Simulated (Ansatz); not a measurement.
Crystal: TiO2.

```
Ti O
1.0
     2.70603   -2.70666    0.00000
     2.70603    2.70666    0.00000
    -2.63353    0.00000    4.79664
Ti O
2 4
Direct
  0.86589 0.13411 0.75000
  0.13411 0.86589 0.25000
  0.08876 0.33122 0.16715
  0.91124 0.66878 0.83285
  0.66878 0.91124 0.33285
  0.33122 0.08876 0.66715
```

The cell is a database's computed one.

| Property | Result |
| --- | --- |
| Program | Ansatz 0.2.0 |
| Task | relaxation of cell and atoms |
| Functional | BLYP |
| Dispersion | D3(BJ) |
| Potentials or basis | Ansatz PAW |
| Cutoff | 420 eV (not typed: the program's choice for these potentials) |
| k mesh | 8 × 8 × 6 |
| Occupations | fermi-dirac, width 0.05 eV |
| Spin | no spin polarisation |

At the start: volume 11.71 Å³/atom.

**Question.** How do energy, volume and symmetry change on relaxing?

**Answer.** It ends after 8 steps and the volume is 11.46 Å³/atom (-2.2 %); space group I4_1/amd (No. 141, to 0.05 Å).

The path:
| step | energy change (eV) | largest force (eV/Å) | volume (Å³) |
| --- | --- | --- | --- |
| 1 | 0.0000 | 0.0594 | 70.26 |
| 2 | -0.0247 | 0.0726 | 69.21 |
| 3 | -0.0304 | 0.0789 | 68.73 |
| 4 | -0.0331 | 0.0038 | 68.79 |
| 5 | -0.0330 | 0.0014 | 68.80 |
| 6 | -0.0265 | 0.0013 | 68.80 |
| 7 | -0.0268 | 0.0002 | 68.75 |
| 8 | -0.0265 | 0.0002 | 68.75 |

Final structure:
```cif
data_structure
_symmetry_space_group_name_H-M 'P 1'
_symmetry_Int_Tables_number 1
_cell_length_a 3.7919
_cell_length_b 3.7919
_cell_length_c 5.4812
_cell_angle_alpha 110.226
_cell_angle_beta 110.226
_cell_angle_gamma 90.000
_cell_volume 68.75
loop_
_atom_site_label
_atom_site_type_symbol
_atom_site_fract_x
_atom_site_fract_y
_atom_site_fract_z
_atom_site_occupancy
Ti1 Ti 0.87492 0.12508 0.75000 1
Ti2 Ti 0.12508 0.87492 0.25000 1
O1 O 0.08400 0.33387 0.16783 1
O2 O 0.91600 0.66613 0.83217 1
O3 O 0.66613 0.91600 0.33217 1
O4 O 0.33387 0.08400 0.66783 1
```

Caveat: the plane-wave basis is chosen anew once the cell has moved, so the energies of steps on either side of that aren't comparable; the pressure holds a Pulay correction of +0.8 GPa for the finite cutoff; the PAW data sets come from PBE, with cores solved anew for the run's functional, which leaves a small shift of forces and pressure.
